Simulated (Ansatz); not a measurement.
Write the native input for Ansatz 0.2.0 that does the following.

| Quantity | Value |
| --- | --- |
| Task | band structure |
| Functional | PBE |
| Potentials or basis | Ansatz PAW earlier set |
| Cutoff | 930 eV (not typed: the program's choice for these potentials) |
| k mesh | 6 × 6 × 8 |
| Occupations | fermi-dirac, width 0.05 eV |
| Spin | no spin polarisation |
| Path | [["G", "X", "M", "G", "Z", "R", "A", "Z"], ["X", "R"], ["M", "A"]] |
| Points for each segment of the path | 14 |

PbO2:

```xyz
6
Lattice="4.9950 0.0000 0.0000 0.0000 4.9950 0.0000 0.0000 0.0000 3.4090" Properties=species:S:1:pos:R:3 pbc="T T T"
Pb    2.4975    2.4975    1.7045
Pb    0.0000    0.0000    0.0000
O     3.4594    3.4594    0.0000
O     4.0331    0.9619    1.7045
O     0.9619    4.0331    1.7045
O     1.5356    1.5356    0.0000
```

The cell is a database's computed one.

The input as run:

input.yaml

```yaml
crystal:
  lattice:
    - [4.99495987, 0.0, 0.0]
    - [0.0, 4.99495987, 0.0]
    - [0.0, 0.0, 3.40900096]
  atoms:
    - { symbol: Pb, position: [0.5, 0.5, 0.5] }
    - { symbol: Pb, position: [0.0, 0.0, 0.0] }
    - { symbol: O, position: [0.69257104, 0.69257104, 0.0] }
    - { symbol: O, position: [0.80742896, 0.19257104, 0.5] }
    - { symbol: O, position: [0.19257104, 0.80742896, 0.5] }
    - { symbol: O, position: [0.30742896, 0.30742896, 0.0] }
hamiltonian:
  xc: pbe
  pseudopotentials: { kind: paw, source: ansatz }
kpoints:
  mp_grid: { grid: [6, 6, 8] }
  band_path:
    path:
      - [[0.0, 0.0, 0.0], [0.0, 0.5, 0.0], [0.5, 0.5, 0.0], [0.0, 0.0, 0.0], [0.0, 0.0, 0.5], [0.0, 0.5, 0.5], [0.5, 0.5, 0.5], [0.0, 0.0, 0.5]]
      - [[0.0, 0.5, 0.0], [0.0, 0.5, 0.5]]
      - [[0.5, 0.5, 0.0], [0.5, 0.5, 0.5]]
    npoints: 14
scf:
  occupations: { method: fermi_dirac, width: 0.05 }
  n_extra_bands: 15
output:
  forces: true
  stress: true
  eigenvalues: true
  fatbands: false
  write_density: true
  write_potential: true
  elf: true
  volumetric_format: npy
```

Potentials or basis: Ansatz PAW earlier set.

Launch:

```bash
$ ansatz run input.yaml --threads 2 --pin off --max-ram 5632MiB --backend cpu --events-out ev --progress --plain --runs-dir out
```

Results of the run:

The pressure is 5.8 GPa, the largest force is 0.042 eV/Å and the band gap along the path is none (metal or under the smearing width).

Caveat: spin-orbit coupling is left out, which moves the levels of the heavy elements.

Wall time 49 s on 2 threads of Arm Neoverse V1, with other jobs on the host, peak memory 1.2 GiB.
